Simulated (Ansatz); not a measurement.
# Trial structures of TiTe2: starts and ends

These are results of Ansatz, DFT PBE, scalar-relativistic, plane waves, PAW, not measurements. Settings: cutoff 420 eV, Γ-centred meshes spaced at most about 0.3 Å⁻¹, and about 0.25 Å⁻¹ or finer for metals (2π included), Gaussian smearing. Collinear spin in cells that started with moments and kept them past the coarse steps, no spin elsewhere.

Each guess was relaxed in cell and atoms at zero pressure, within the symmetry of its start. All energies are static (0 K, no zero-point motion). Coordination counts Te atoms around Ti (those within 1.25 times the shortest such distance or 1.15 times the sum of covalent radii; a plus sign parts nearer from farther groups).

| guess | made from | start group | V start (Å³/atom) | end group | V end (Å³/atom) | coordination at the end | gap on mesh (eV) | largest moment (μB) | E over the lowest end (meV/atom) |
| --- | --- | --- | --- | --- | --- | --- | --- | --- | --- |
| 1 | random cell | P2/m | 27.0 | ? | ? | ? | ? | ? | ? |
| 2 | random cell | P4_222 | 32.1 | Pn-3m (anti-cuprite) | 35.7 | Ti 4 | 0 | - | 457 |
| 3 | a cell as deposited in COD | P-3m1 | 26.8 | P-3m1 (cadmium iodide) | 28.3 | Ti 6 | 0 | - | 0 |
| 4 | random cell | P6_3/mmc | 30.5 | P6_3/mmc (Ni2In) | 24.2 | Ti 5+6 | 0 | 0.9 | 689 |
| 5 | random cell | P-6m2 | 28.5 | P-6m2 | 33.4 | Ti 3+1 | 0 | 0.8 | 956 |

Guess 1 as it starts:

```cif
data_structure
_symmetry_space_group_name_H-M 'P2/m'
_symmetry_Int_Tables_number 10
_cell_length_a 2.7081
_cell_length_b 6.2697
_cell_length_c 4.7896
_cell_angle_alpha 90.000
_cell_angle_beta 93.768
_cell_angle_gamma 90.000
_cell_volume 81.15
loop_
_atom_site_label
_atom_site_type_symbol
_atom_site_symmetry_multiplicity
_atom_site_Wyckoff_symbol
_atom_site_fract_x
_atom_site_fract_y
_atom_site_fract_z
_atom_site_occupancy
Ti1 Ti 1 g 0.50000 0.00000 0.50000 1
Te1 Te 1 b 0.00000 0.50000 0.00000 1
Te2 Te 1 a 0.00000 0.00000 0.00000 1
```

Problem. Predict the end of this guess and its energy over the lowest end.

Solution. It ends in space group Pmmm (No. 47), with a = 3.534 Å, b = 4.284 Å, c = 6.247 Å, 31.5 Å³/atom and no gap, with moments up to 1.4 μB. It lies 0.97 eV/atom over the lowest end, above guess 5 and so the highest of the set. Counting Te atoms around Ti, this end has Ti 4 and the lowest (guess 3) has Ti 6.

```
Ti Te
1.0
     3.53399    0.00000    0.00000
     0.00000    4.28427    0.00000
     0.00000    0.00000    6.24733
Ti Te
1 2
Direct
  0.50000 0.50000 0.00000
  0.00000 0.00000 0.50000
  0.00000 0.00000 0.00000
```

Energies over the elements count from the elements' standard structures at the same level, with no fitted energy shifts.

Problem. Is the lowest end bound against the elements?

Solution. Yes: its formation energy is −0.70 eV/atom. A negative formation energy is needed for stability but isn't enough: competing phases decide.

The k mesh leaves some 4 meV/atom of noise in the energy of each metallic cell. No dispersion correction is applied, so the spacing and binding between layers, chains or molecules are poorly described (P-3m1), and this can change margins and order among such cells. These runs have no spin–orbit coupling, which can matter for Te. The zero gap of Pn-3m may come from the functional, which often closes small gaps, or the cell may be a true semimetal. The reference form of Te is held partly by dispersion forces, which this level lacks. Another magnetic order may lie lower. With atoms moved at random, P-3m1 came back. Other cells relaxed within their symmetry can be saddle points. Some structure types and database cells were kept out of the candidates from the start, so a known form may be missing.
